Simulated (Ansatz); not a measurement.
# HgTe: pressure up to the limit of the methods

An exercise on one series of results from a longer session: the logs are not shown, and one member is left open.

Computed with Ansatz 0.2.0 (DFT, PBE, PAW with Ansatz's default frozen-core files, scalar-relativistic, unless a step's input says otherwise).

1 further run of the same task is left out (it didn't finish).

**The structure to begin with**

The structure is cubic, space group Pm-3m (No. 221). Conventional cell: a = 3.439 Å, b = 3.439 Å, c = 3.439 Å, α = 90.00°, β = 90.00°, γ = 90.00°. Hg (site symmetry m-3m) is surrounded by 8 Te at 2.98 Å. Te (site symmetry m-3m) is surrounded by 8 Hg at 2.98 Å.

Coordinates:

```cif
data_structure
_symmetry_space_group_name_H-M 'Pm-3m'
_symmetry_Int_Tables_number 221
_cell_length_a 3.4391
_cell_length_b 3.4391
_cell_length_c 3.4391
_cell_angle_alpha 90.000
_cell_angle_beta 90.000
_cell_angle_gamma 90.000
_cell_volume 40.68
loop_
_atom_site_label
_atom_site_type_symbol
_atom_site_symmetry_multiplicity
_atom_site_Wyckoff_symbol
_atom_site_fract_x
_atom_site_fract_y
_atom_site_fract_z
_atom_site_occupancy
Hg1 Hg 1 a 0.00000 0.00000 0.00000 1
Te1 Te 1 b 0.50000 0.50000 0.50000 1
```

The file gives the conventional cell by its symmetry; the runs use the cell typed in the input.

Whether this phase is the stable one at these pressures isn't tested.

Atoms are numbered in the order of the input: Hg1, Te2.

The first run:

Contents of input.yaml:

```yaml
crystal:
  lattice:
    - [3.4391055875, 0.0, 0.0]
    - [0.0, 3.4391055875, 0.0]
    - [0.0, 0.0, 3.4391055875]
  atoms:
    - { symbol: Hg, position: [0.0, 0.0, 0.0] }
    - { symbol: Te, position: [0.5, 0.5, 0.5] }
kpoints:
  mp_grid: { grid: [11, 11, 11] }
scf:
  occupations: { method: fermi_dirac, width: 0.05 }
hamiltonian:
  xc: pbe
  pseudopotentials: { kind: paw }
output:
  forces: true
  stress: true
relax:
  f_tol: 0.005
  max_steps: 40
  cell: {}
```

Run with:

```bash
ansatz run input.yaml --threads 1 --pin off --max-ram 2048MiB --backend cpu --events-out ev --progress --plain --runs-dir out
```

Steps of the session up to this table: Cell relaxed at zero pressure, PAW; More of the same log: cell relaxed at zero pressure; Volume scaled by 1, PAW; Volume scaled by 0.94, PAW; Volume scaled by 0.88, PAW; Volume scaled by 0.8, PAW; Volume scaled by 0.72, PAW; Volume scaled by 0.64, PAW; Volume scaled by 0.55, PAW; Volume scaled by 0.55, PAW (partial_waves polarizable).

One of the session's tables, all rows but one given; the rest of the session is left out.

 The rows PAW, 0.55 and PAW (partial_waves polarizable), 0.55 agree to the last digit and may rest on the same set-up.

| method | volume over the first | volume (Å³/atom) | pressure (GPa) |
| --- | --- | --- | --- |
| PAW | 1 | 27.548 | 0.00 |
| PAW | 0.94 | 25.895 | 3.25 |
| PAW | 0.88 | 24.242 | 8.06 |
| PAW | 0.8 | ? | ? |
| PAW | 0.72 | 19.834 | 35.58 |
| PAW | 0.64 | 17.630 | 65.59 |
| PAW | 0.55 | 15.151 | 130.51 |
| PAW (partial_waves polarizable) | 0.55 | 15.151 | 130.51 |

Q: Estimate the row for PAW, 0.8 from the others.

**Answer.** volume (Å³/atom): 22.038; pressure (GPa): 18.24. In the column «volume (Å³/atom)» it lies between PAW, 0.72 (19.834) and PAW, 0.88 (24.242).
